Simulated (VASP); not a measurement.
# Hf: single point with PBEsol

Hf:

```xyz
2
Lattice="3.1924 0.0000 0.0000 -1.5962 2.7647 0.0000 0.0000 0.0000 5.0450" Properties=species:S:1:pos:R:3 pbc="T T T"
Hf    0.0000    1.8431    1.2613
Hf    1.5962    0.9216    3.7838
```

```json
{
  "Program": "VASP 6.6.1",
  "Task": "single point",
  "Functional": "PBEsol",
  "Potentials or basis": "VASP PAW PBE potentials, release 64 (Hf_pv)",
  "Cutoff": "520 eV",
  "k mesh": "15 × 15 × 8",
  "Occupations": "gaussian, width 0.1 eV",
  "Spin": "no spin polarisation",
  "Further INCAR settings": "ALGO = Normal; EDIFF = 1e-06"
}
```

```json
{
  "Pressure": "-3.6 GPa",
  "Band gap on the k mesh": "none (metal or under the smearing width)"
}
```

Stress tensor (GPa, compression positive):
```
-3.54  0.00  0.00
 0.00 -3.54  0.00
 0.00  0.00 -3.68
```

Levels at points of the mesh, in eV from the Fermi level:
```tsv
k point	band 8	band 9	band 10	band 11	band 12	band 13
(0.00, 0.00, 0.00)	-3.73	0.69	1.16	1.16	1.45	1.99
(0.00, 0.00, 0.50)	-5.42	0.14	0.14	1.04	1.04	1.04
```

Run time: 21 s on 1 thread of Intel(R) Xeon(R) 6975P-C (Granite Rapids), with other jobs on the host, peak memory 0.21 GiB.

Caveat: the PAW data sets were made with another functional, which shifts forces and pressure a little. Spin-orbit coupling is left out, which matters for the levels of Hf.
